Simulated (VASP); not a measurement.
# Si in VASP: notebook

The runs below take Si through work function, with PBE, LDA.

Program: VASP 6.6.1. These are calculated values, not measurements. Logs are shortened: lines on timing, memory, paths and dates and some standing lists are left out, and cuts for length are marked.

### 1 Starting point

The cell holds a slab with vacuum, 18 atoms: a = 3.840 Å, b = 5.431 Å, c = 29.361 Å, α = 90.00°, β = 90.00°, γ = 90.00°.

The slab is cut from a database's or a generator's crystal, which needn't be the stable form of the element.

### 2 Work function, PBE

Input file INCAR:

```
SYSTEM = Si
ALGO = Fast
EDIFF = 1E-6
ENCUT = 520
GGA = PE
ISIF = 2
ISMEAR = 0
LASPH = .True.
LCHARG = .True.
LELF = .True.
LREAL = .False.
LVACPOTAV = .True.
LVHAR = .True.
LWAVE = .False.
NELM = 60
PREC = Accurate
SIGMA = 0.02
```

Input file KPOINTS:

```
k-points
0
Gamma
  8 6 1
  0 0 0
```

Input file POSCAR:

```
Si
1.0
    3.8402970000      0.0000000000      0.0000000000
    0.0000000000      5.4310000000      0.0000000000
    0.0000000000      0.0000000000     29.3611880000
Si
18
Direct
    0.0000000000      0.0134530000      0.2405290000
    0.5000000000      0.2365470000      0.2405290000
    0.5000000000      0.5029330000      0.3018470000
    1.0000000000      0.7470670000      0.3018470000
    0.0000000000      0.0000910000      0.3676350000
    0.5000000000      0.2499090000      0.3676350000
    0.5000000000      0.4991630000      0.4338580000
    0.0000000000      0.7508370000      0.4338580000
    0.0000000000      0.9995450000      0.5000000000
    0.5000000000      0.2504550000      0.5000000000
    0.5000000000      0.4991630000      0.5661420000
    0.0000000000      0.7508370000      0.5661420000
    0.0000000000      0.0000910000      0.6323650000
    0.5000000000      0.2499090000      0.6323650000
    0.5000000000      0.5029330000      0.6981530000
    0.0000000000      0.7470670000      0.6981530000
    0.0000000000      0.0134530000      0.7594710000
    0.5000000000      0.2365470000      0.7594710000
```

Potentials or basis: VASP PAW PBE potentials, release 64 (Si).

Launch:

```sh
$ cat potpaw_PBE.64/Si/POTCAR > POTCAR
$ mpirun -np 1 vasp_std > vasp.out
```

OUTCAR:

```text
SYSTEM = Si
   EDIFF = 1E-6
   ENCUT = 520
   GGA = PE
   ISIF = 2
   ISMEAR = 0
   LASPH = .True.
   LREAL = .False.
   NELM = 60
   PREC = Accurate

 ion  position               nearest neighbor table
   1  0.000  0.013  0.241-   2 2.27   2 2.27   4 2.31
   2  0.500  0.237  0.241-   1 2.27   1 2.27   3 2.31
   3  0.500  0.503  0.302-   2 2.31   4 2.33   4 2.33   6 2.37
   4  0.000  0.747  0.302-   1 2.31   3 2.33   3 2.33   5 2.37
   5  0.000  0.000  0.368-   6 2.35   6 2.35   8 2.37   4 2.37
   6  0.500  0.250  0.368-   5 2.35   5 2.35   7 2.37   3 2.37
   7  0.500  0.499  0.434-   8 2.36   8 2.36  10 2.37   6 2.37
   8  0.000  0.751  0.434-   7 2.36   7 2.36   9 2.37   5 2.37
   9  0.000  1.000  0.500-  10 2.35  10 2.35  12 2.37   8 2.37
  10  0.500  0.250  0.500-   9 2.35   9 2.35  11 2.37   7 2.37
  11  0.500  0.499  0.566-  12 2.36  12 2.36  10 2.37  14 2.37
  12  0.000  0.751  0.566-  11 2.36  11 2.36   9 2.37  13 2.37
  13  0.000  0.000  0.632-  14 2.35  14 2.35  12 2.37  16 2.37
  14  0.500  0.250  0.632-  13 2.35  13 2.35  11 2.37  15 2.37
  15  0.500  0.503  0.698-  18 2.31  16 2.33  16 2.33  14 2.37
  16  0.000  0.747  0.698-  17 2.31  15 2.33  15 2.33  13 2.37
  17  0.000  0.013  0.759-  18 2.27  18 2.27  16 2.31
  18  0.500  0.237  0.759-  17 2.27  17 2.27  15 2.31

  LATTYP: Found a simple orthorhombic cell.
 ALAT       =     3.8402970000
 B/A-ratio  =     1.4142135361
 C/A-ratio  =     7.6455513727

  Lattice vectors:

 A1 = (   3.8402970000,   0.0000000000,   0.0000000000)
 A2 = (   0.0000000000,   5.4310000000,   0.0000000000)
 A3 = (   0.0000000000,   0.0000000000,  29.3611880000)

Analysis of symmetry for initial positions (statically):
=====================================================================
 Subroutine PRICEL returns:
 Original cell was already a primitive cell.

 Routine SETGRP: Setting up the symmetry group for a
 simple orthorhombic supercell.

 Subroutine GETGRP returns: Found  8 space group operations
 (whereof  4 operations were pure point group operations)
 out of a pool of  8 trial point group operations.

The static configuration has the point symmetry C_2v.
 The point group associated with its full space group is D_2h.

Analysis of symmetry for dynamics (positions and initial velocities):
=====================================================================
 Subroutine PRICEL returns:
 Original cell was already a primitive cell.

 Routine SETGRP: Setting up the symmetry group for a
 simple orthorhombic supercell.

 Subroutine GETGRP returns: Found  8 space group operations
 (whereof  4 operations were pure point group operations)
 out of a pool of  8 trial point group operations.

The dynamic configuration has the point symmetry C_2v.
 The point group associated with its full space group is D_2h.

 Subroutine INISYM returns: Found  8 space group operations
 (whereof  4 operations are pure point group operations),
 and found     1 'primitive' translations

----------------------------------------------------------------------------------------

                                     Primitive cell

  volume of cell :     612.3761

  direct lattice vectors                    reciprocal lattice vectors
     3.840297000  0.000000000  0.000000000     0.260396527  0.000000000  0.000000000
     0.000000000  5.431000000  0.000000000     0.000000000  0.184128153  0.000000000
     0.000000000  0.000000000 29.361188000     0.000000000  0.000000000  0.034058567

  length of vectors
     3.840297000  5.431000000 29.361188000     0.260396527  0.184128153  0.034058567

  position of ions in fractional coordinates (direct lattice)
     0.000000000  0.013453000  0.240529000
     0.500000000  0.236547000  0.240529000
     0.500000000  0.502933000  0.301847000
     0.000000000  0.747067000  0.301847000
     0.000000000  0.000091000  0.367635000
     0.500000000  0.249909000  0.367635000
[... 10 lines left out ...]
     0.000000000  0.013453000  0.759471000
     0.500000000  0.236547000  0.759471000

  ion indices of the primitive-cell ions
   primitive index   ion index
                 1           1
                 2           2
                 3           3
                 4           4
                 5           5
                 6           6
[... 10 lines left out ...]
                17          17
                18          18

----------------------------------------------------------------------------------------

 KPOINTS: k-points

Automatic generation of k-mesh.
 Grid dimensions read from file:
 generate k-points for:    8    6    1

 Generating k-lattice:

  Cartesian coordinates                     Fractional coordinates (reciprocal lattice)
     0.032549566  0.000000000  0.000000000     0.125000000  0.000000000  0.000000000
     0.000000000  0.030688026  0.000000000     0.000000000  0.166666667  0.000000000
     0.000000000  0.000000000  0.034058567     0.000000000  0.000000000  1.000000000

  Length of vectors
     0.032549566  0.030688026  0.034058567

  Shift w.r.t. Gamma in fractional coordinates (k-lattice)
     0.000000000  0.000000000  0.000000000

 Subroutine IBZKPT returns following result:
 ===========================================

 Found     20 irreducible k-points:

 Following reciprocal coordinates:
            Coordinates               Weight
  0.000000  0.000000  0.000000      1.000000
  0.125000  0.000000  0.000000      2.000000
  0.250000  0.000000  0.000000      2.000000
  0.375000  0.000000  0.000000      2.000000
  0.500000  0.000000  0.000000      1.000000
  0.000000  0.166667  0.000000      2.000000
[... 12 lines left out ...]
  0.375000  0.500000  0.000000      2.000000
  0.500000  0.500000  0.000000      1.000000
   k-points           NKPTS =     20   k-points in BZ     NKDIM =     20   number of bands    NBANDS=     46
   number of dos      NEDOS =    301   number of ions     NIONS =     18
   total plane-waves  NPLWV = 268800
   dimension x,y,z NGX =    30 NGY =   40 NGZ =  224
   dimension x,y,z NGXF=    60 NGYF=   80 NGZF=  448
   ions per type =              18
   NGX,Y,Z   is equivalent  to a cutoff of  12.99, 12.24, 12.68 a.u.
   NGXF,Y,Z  is equivalent  to a cutoff of  25.97, 24.49, 25.37 a.u.
 SYSTEM =  Si
   PREC   = accura    normal or accurate (medium, high low for compatibility)
   ISTART =      0    job   : 0-new  1-cont  2-samecut
   ICHARG =      2    charge: 1-file 2-atom 10-const
   ISPIN  =      1    spin polarized calculation?
   LNONCOLLINEAR =      F non collinear calculations
   LSORBIT =      F    spin-orbit coupling
   LASPH  =      T    aspherical Exc in radial PAW
   ENCUT  =  520.0 eV  38.22 Ry    6.18 a.u.   7.14 10.10 54.59*2*pi/ulx,y,z
   NELM   =     60;   NELMIN=  2; NELMDL= -5     # of ELM steps
   EDIFF  = 0.1E-05   stopping-criterion for ELM
   LREAL  =      F    real-space projection
   EDIFFG = 0.1E-04   stopping-criterion for IOM
   NSW    =      0    number of steps for IOM
   IBRION =     -1    ionic relax: 0-MD 1-quasi-New 2-CG
   NFREE  =      0    steps in history (QN), initial steepest desc. (CG)
   ISIF   =      2    stress and relaxation
   ISYM   =      2    0-nonsym 1-usesym 2-fastsym
   POTIM  = 0.5000    time-step for ionic-motion
   TEBEG  =    0.0;   TEEND  =   0.0 temperature during run
   PSTRESS=    0.0 pullay stress
   NELECT =      72.0000    total number of electrons
   NUPDOWN=      -1.0000    fix difference up-down
   EMIN   =  10.00;   EMAX   =-10.00  energy-range for DOS
   EFERMI =   0.00;   METHOD = LEGACY
   ISMEAR =     0;   SIGMA  =   0.02  broadening in eV -4-tet -1-fermi 0-gaus
   EFERMI_NEDOS =   21; number of points for ismear=-14 and -15
   IALGO  =     68    algorithm
   IMIX   =      4    mixing-type and parameters
     AMIX     =   0.40;   BMIX     =  1.00
     AMIX_MAG =   1.60;   BMIX_MAG =  1.00
  volume/ion in A,a.u.               =      34.02       229.58
  Fermi-wavevector in a.u.,A,eV,Ry     =   0.802010  1.515578  8.751532  0.643219
  Thomas-Fermi vector in A             =   1.909606
   LORBIT       =      0    0 simple, 1 ext, 2 COOP (PROOUT), +10 PAW based schemes
   GGA     = PE    functional components
   LHFCALC =     F    Hartree Fock is set to
   AEXX    =    0.0000 exact exchange contribution
   IVDW    =     0    specifies the selected vdW correction
   LEPSILON=     F    determine dielectric tensor
   LRPA    =     F    only Hartree local field effects (RPA)
 non-spin polarized calculation
 RMM-DIIS sequential band-by-band and
 Gauss-broadening in eV      SIGMA  =   0.02
  energy-cutoff  :      520.00
  volume of cell :      612.38
 maximum number of plane-waves:     16558
 NGX is ok and might be reduce to    30
   NGX = 15   NGY = 21   NGZ =109

 number of electron      71.9999999 magnetization

 Free energy of the ion-electron system (eV)
  ---------------------------------------------------
  ext. energy  EPLUGINS =         0.00000000
  ---------------------------------------------------
  free energy    TOTEN  =       -92.91735171 eV

  energy without entropy =      -92.91504946  energy(sigma->0) =      -92.91620058

 E-fermi :   1.5159     XC(G=0):  -6.1018

 val. band max:        1.5140445440   @ k =   0.3750   0.3333   0.0000
 cond. band min:       1.5336414589   @ k =   0.5000   0.3333   0.0000
 fundamental gap:      0.0195969149
 Fermi energy:         1.5158688887

 k-point     1 :       0.0000    0.0000    0.0000
  band No.  band energies     occupation
      1     -10.4784      2.00000
      2     -10.2161      2.00000
      3      -9.7840      2.00000
      4      -9.1662      2.00000
      5      -8.4248      2.00000
      6      -7.6639      2.00000
[... 38 lines left out ...]
     45       4.0804      0.00000
     46       4.2515      0.00000

 k-point     2 :       0.1250    0.0000    0.0000
  band No.  band energies     occupation
      1     -10.3418      2.00000
      2     -10.0791      2.00000
      3      -9.6464      2.00000
      4      -9.0276      2.00000
      5      -8.2846      2.00000
      6      -7.5215      2.00000
[... 874 lines left out ...]
 k-point    20 :       0.5000    0.5000    0.0000
  band No.  band energies     occupation
      1      -8.1422      2.00000
      2      -8.1422      2.00000
      3      -7.8694      2.00000
      4      -7.8694      2.00000
      5      -7.4316      2.00000
      6      -7.4316      2.00000
[... 38 lines left out ...]
     45       4.6183      0.00000
     46       4.6585      0.00000

------------------------ aborting loop because EDIFF is reached ----------------------------------------

  FORCE on cell =-STRESS in cart. coord.  units (eV):
  Direction    XX          YY          ZZ          XY          YZ          ZX
  --------------------------------------------------------------------------------------
  -------------------------------------------------------------------------------------
  Total        5.2205563      5.7785419     -0.2357049      0.0000000      0.0000000      0.0000000
  in kB       13.6586925     15.1185662     -0.6166817      0.0000000      0.0000000      0.0000000
  external PRESSURE =       9.3868590 kB  Pullay stress =       0.0000000 kB

 VOLUME and BASIS-vectors are now :
 -----------------------------------------------------------------------------
  energy-cutoff  :      520.00
  volume of cell :      612.38
      direct lattice vectors                 reciprocal lattice vectors
     3.840297000  0.000000000  0.000000000     0.260396527  0.000000000  0.000000000
     0.000000000  5.431000000  0.000000000     0.000000000  0.184128153  0.000000000
     0.000000000  0.000000000 29.361188000     0.000000000  0.000000000  0.034058567

 POSITION                                       TOTAL-FORCE (eV/Angst)
 -----------------------------------------------------------------------------------
      0.00000      0.07306      7.06222        -0.000000     -0.025027      0.033708
      1.92015      1.28469      7.06222         0.000000      0.025027      0.033708
      1.92015      2.73143      8.86259        -0.000000      0.070633     -0.038335
      0.00000      4.05732      8.86259         0.000000     -0.070633     -0.038335
      0.00000      0.00049     10.79420         0.000000      0.006676      0.002944
      1.92015      1.35726     10.79420         0.000000     -0.006676      0.002944
[... 10 lines left out ...]
      0.00000      0.07306     22.29897        -0.000000     -0.025027     -0.033708
      1.92015      1.28469     22.29897         0.000000      0.025027     -0.033708
 -----------------------------------------------------------------------------------
    total drift:                               -0.000000      0.000000     -0.000000

  FREE ENERGIE OF THE ION-ELECTRON SYSTEM (eV)
  ---------------------------------------------------
  free  energy   TOTEN  =       -92.9173517073 eV

  energy  without entropy=      -92.9150494610  energy(sigma->0) =      -92.91620058
```

Wall time 10 min (1 thread of Intel Xeon 6975P-C (Granite Rapids), shared host); peak memory 0.79 GiB.

What came out:

```
Free energy            : -92.9174 eV
Largest force          : 0.080 eV/Å
Band gap on the k mesh : none (metal or under the smearing width)
```

Forces in eV/Å, atoms in the order of the input:
```
Si   0.000 -0.025  0.034
Si   0.000  0.025  0.034
Si   0.000  0.071 -0.038
Si   0.000 -0.071 -0.038
Si   0.000  0.007  0.003
Si   0.000 -0.007  0.003
Si   0.000  0.017  0.003
Si   0.000 -0.017  0.003
Si   0.000  0.006  0.000
Si   0.000 -0.006  0.000
Si   0.000  0.017 -0.003
Si   0.000 -0.017 -0.003
Si   0.000  0.007 -0.003
Si   0.000 -0.007 -0.003
Si   0.000  0.071  0.038
Si   0.000 -0.071  0.038
Si   0.000 -0.025 -0.034
Si   0.000  0.025 -0.034
```

(Part 1 of 2 ends here.)
